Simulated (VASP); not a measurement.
The system is As.

```
As
1.0
     1.82500   -5.50000    0.00000
     1.82500    5.50000    0.00000
     0.00000    0.00000    4.47000
As
4
Direct
  0.11000 0.89000 0.06000
  0.61000 0.39000 0.44000
  0.89000 0.11000 0.94000
  0.39000 0.61000 0.56000
```

This isn't the form of As at room conditions, which is rhombohedral.

```yaml
Program: VASP 6.6.1
Task: relaxation of cell and atoms
Functional: PBEsol
Dispersion: D3(BJ)
Potentials_or_basis: VASP PAW PBE potentials, release 64 (As)
Cutoff: 250 eV
k_mesh: 10 × 10 × 8
Occupations: gaussian, width 0.02 eV
Spin: no spin polarisation
```

At the start: pressure -2.5 GPa; volume 22.43 Å³/atom.

Q: How do energy, volume and symmetry change on relaxing?

A: Over 19 steps the energy falls by 32.7 meV/atom and the volume is 20.15 Å³/atom (-10.2 %); space group Cmce (No. 64, to 0.05 Å).

Step by step:
| step | energy change (eV) | largest force (eV/Å) | pressure (GPa) | volume (Å³) |
| --- | --- | --- | --- | --- |
| 1 | 0.0000 | 0.1326 | -2.52 | 89.74 |
| 2 | -0.0306 | 0.5033 | 1.09 | 85.23 |
| 3 | -0.0328 | 0.4035 | 0.32 | 86.12 |
| 4 | -0.0673 | 0.3495 | 0.28 | 84.60 |
| 5 | -0.1180 | 0.1487 | 1.01 | 80.08 |
| 6 | -0.1155 | 0.2060 | -1.61 | 82.05 |
| 7 | -0.1234 | 0.0793 | -0.22 | 80.95 |
| 8 | -0.1274 | 0.0147 | -0.05 | 80.89 |
| 9 | -0.1294 | 0.0712 | 0.14 | 80.79 |
| 10 | -0.1298 | 0.0469 | -0.17 | 80.96 |
| 11 | -0.1303 | 0.0391 | -0.04 | 80.89 |
| 12 | -0.1306 | 0.0161 | -0.06 | 80.82 |
| 13 | -0.1306 | 0.0032 | -0.08 | 80.77 |
| 14 | -0.1307 | 0.0089 | 0.05 | 80.63 |
| 15 | -0.1307 | 0.0058 | 0.02 | 80.67 |
| 16 | -0.1307 | 0.0033 | 0.01 | 80.64 |
| 17 | -0.1307 | 0.0005 | 0.00 | 80.61 |
| 18 | -0.1307 | 0.0022 | 0.00 | 80.61 |
| 19 | -0.1307 | 0.0018 | 0.00 | 80.61 |

Final structure:
```
As
1.0
     1.86368   -5.28187    0.00000
     1.86368    5.28187    0.00000
     0.00000    0.00000    4.09461
As
4
Direct
  0.11578 0.88422 0.04689
  0.61577 0.38422 0.45311
  0.88422 0.11578 0.95311
  0.38422 0.61577 0.54689
```

Caveat: the cutoff is under 1.25 times the usual one of these potentials, so pressure, stress and relaxed cells hold a basis-set (Pulay) error; the PAW data sets were made with another functional, which shifts forces and pressure a little; the volume moved by -10 % from the deposited cell, more than functionals usually miss; pairwise dispersion overbinds metals, which lowers pressure and volume.
